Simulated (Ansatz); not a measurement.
**Compressing VH2: a fit and a missing row**

VH2, Fm-3m, a = 4.164 Å. The structure is a COD entry; whether it is the stable form wasn't checked. Ansatz: PBEsol, PAW, 420 eV, Γ-centred 18×18×18 mesh on 3 atoms, Gaussian smearing 0.10 eV; no spin polarisation. Symmetry fixes shape and atoms, so the cell is only scaled; pressure is positive in compression.

| V (Å³/atom) | P (GPa) |
| --- | --- |
| 5.295 | ? |
| 5.476 | 21.61 |
| 5.656 | 13.29 |
| 5.837 | 6.14 |
| 6.017 | 0.00 |
| 6.198 | -5.29 |
| 6.378 | -9.85 |
| 6.619 | -14.95 |

Problem. Take V0 = 6.017 Å³/atom, fit the third-order Birch–Murnaghan form to the other rows, and predict the missing pressure.

Solution. With the Eulerian strain f = ½[(V0/V)^(2/3) − 1] and y = P/[3f(1 + 2f)^(5/2)], the form is the line y = B0 + 1.5 B0 (B0′ − 4) f. Rows (f, y): 0.03241, 190.0; 0.02106, 189.7; 0.01023, 190.2; -0.00978, 189.4; -0.01905, 189.9; -0.03080, 189.7. Means f = 0.0006783, y = 189.82; Σ(Δf)² = 0.003003, ΣΔfΔy = 0.01349; the slope is their ratio. y = 189.8 + 4.491 f GPa, so B0 = 189.8 GPa and B0′ = 4 + 2 × (4.491)/(3 × 189.8) = 4.02. At V = 5.295, f = 0.04448, y = 190.00 and P = 31.37 GPa. The run gave 31.31 GPa, so the fit is 0.06 GPa too high, a small miss on the scale of the series.